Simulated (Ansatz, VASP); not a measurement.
# Pt in VASP and in Ansatz

Contents of INCAR:

```
SYSTEM = Pt
PREC = Accurate ; ENCUT = 520
EDIFF = 1E-6 ; ISMEAR = -1
SIGMA = 0.05 ; LREAL = .FALSE.
LASPH = .TRUE. ; NELM = 80
ALGO = Normal ; ISIF = 2
LWAVE = .FALSE. ; LCHARG = .FALSE.
GGA = PE ; NBANDS = 11
```

The input KPOINTS:

```
regular mesh
0
G
  16 16 16
  0 0 0
```

POSCAR

```
Pt
1.0
    0.0000000000      1.6741970917      1.6741970917
    1.6741970917      0.0000000000      1.6741970917
    1.6741970917      1.6741970917      0.0000000000
Pt
1
Direct
    0.0000000000      0.0000000000      0.0000000000
```

Input for Ansatz:

```yaml
crystal:
  lattice:
    - [0.0, 1.6741970917, 1.6741970917]
    - [1.6741970917, 0.0, 1.6741970917]
    - [1.6741970917, 1.6741970917, 0.0]
  atoms:
    - { symbol: Pt, position: [0.0, 0.0, 0.0] }
kpoints:
  mp_grid: { grid: [16, 16, 16] }
scf:
  occupations: { method: fermi_dirac, width: 0.05 }
hamiltonian:
  xc: pbe
  pseudopotentials: { kind: all_electron, lapw: { basis_error: 0.001 } }
output:
  forces: true
  stress: true
  eigenvalues: true
  populations: true
```

Change from the starting cell: volume scaled by 0.6, LAPW.

Alike in both runs: task single point; functional PBE; k mesh 16 × 16 × 16; occupations fermi-dirac, width 0.05 eV; no spin polarisation.

|  | VASP | Ansatz |
| --- | --- | --- |
| version | VASP 6.6.1 | Ansatz 0.2.0 |
| potentials or method | VASP PAW PBE potentials, release 64 (Pt) | all-electron LAPW, scalar-relativistic |
| plane-wave cutoff (eV) | 520 | see its input |

Ansatz gave:

| Quantity | Value |
| --- | --- |
| pressure (GPa) | 476.9 |

Q: What did VASP give for the same quantities?

A: Pressure (GPa): 482.4.

Ansatz ran all-electron here, so the differences hold the error of VASP's frozen core and of both bases.

Caveats: the cell as given lies far from equilibrium; so large a pressure means that the cell lies far from this level's equilibrium, or that cutoff or potentials fall short (VASP). Spin-orbit coupling is left out, which matters for the levels of Pt.
